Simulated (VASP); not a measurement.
A run of VASP 6.6.1 is set up as follows.

Contents of INCAR:

```
ALGO = Normal ; EDIFF = 1E-7
EDIFFG = -0.005 ; ENCUT = 600
GGA = PE ; IBRION = 2
ISIF = 3 ; ISMEAR = 0
IVDW = 12 ; KPAR = 4
LASPH = True ; LCHARG = False
LREAL = False ; LWAVE = False
NELM = 80 ; NSW = 90
PREC = Accurate ; SIGMA = 0.03
```

The input KPOINTS:

```
k-points
0
Gamma
  8 4 2
```

File POSCAR:

```
Te2Mo                                   
1.0
    3.4658613300      0.0000000000      0.0000000000
    0.0000000000      6.3477178741      0.0000000000
    0.0000000000      0.0000000000     13.2231228403
  Mo              Te            
     4     8
Direct
     0.0000000000000000    0.6056900653863435    0.5006595869160778
     0.5000000000000000    0.3943099346136489    0.0006595869160776
     0.0000000000000000    0.0304314257769707    0.0145873655547870
     0.5000000000000000    0.9695685742230294    0.5145873655547870
     0.0000000000000000    0.8620863144485111    0.6630501197530771
     0.5000000000000000    0.1379136855514891    0.1630501197530771
     0.0000000000000000    0.6411121492506145    0.1143871400481166
     0.5000000000000000    0.3588878507493853    0.6143871400481163
     0.0000000000000000    0.2913944400149179    0.8523158067672860
     0.5000000000000000    0.7086055599850820    0.3523158067672856
     0.0000000000000000    0.2165891824084422    0.4001999809606571
     0.5000000000000000    0.7834108175915577    0.9001999809606572
```

Potentials or basis: VASP PAW PBE potentials, release 64 (Mo_sv, Te).

Run with:

```sh
$ cat potpaw_PBE.64/Mo_sv/POTCAR potpaw_PBE.64/Te/POTCAR > POTCAR
$ mpirun -np 4 vasp_std > vasp.out
```

(1) What does it give for the band gap on the k mesh?

(2) Predict the relaxed volume.

## Answers

(1) none (metal or under the smearing width).

(2) 24.24 Å³/atom.

Caveat: pairwise dispersion overbinds metals, which lowers pressure and volume.
